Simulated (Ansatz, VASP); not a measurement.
SiC: VASP beside Ansatz

```xyz
4
Lattice="3.0754 0.0000 0.0000 -1.5377 2.6633 0.0000 0.0000 0.0000 5.1996" Properties=species:S:1:pos:R:3 pbc="T T T"
Si    0.0000    1.7756    0.0031
Si    1.5377    0.8878    2.6029
C     0.0000    1.7756    1.9467
C     1.5377    0.8878    4.5465
```

Change from the starting cell: uniaxial_z strain +3.0%.

Alike in both runs: task single point; functional PBE; k mesh 12 × 12 × 6; occupations fermi-dirac, width 0.02 eV; no spin polarisation.

|  | VASP | Ansatz |
| --- | --- | --- |
| version | VASP 6.6.1 | Ansatz 0.2.0 |
| potentials or method | VASP PAW PBE potentials, release 64 (Si, C) | plane waves, PAW |
| plane-wave cutoff (eV) | 520 | 420 |
| valence electrons in the cell | 16 | 16 |

```tsv
	VASP	Ansatz	Ansatz less VASP
gap on the k mesh at the Fermi level (eV)	2.14	2.14	+0.005
pressure (GPa)	-2.7	-2.6	+0.04
largest component of the traceless stress (GPa)	9.60	9.56	-0.037
rms of the force components (eV/Å)	0.019	0.019	0.0000
```

Atom by atom the forces differ by 0.000 eV/Å (rms over components).

A k mesh can miss the band edges.
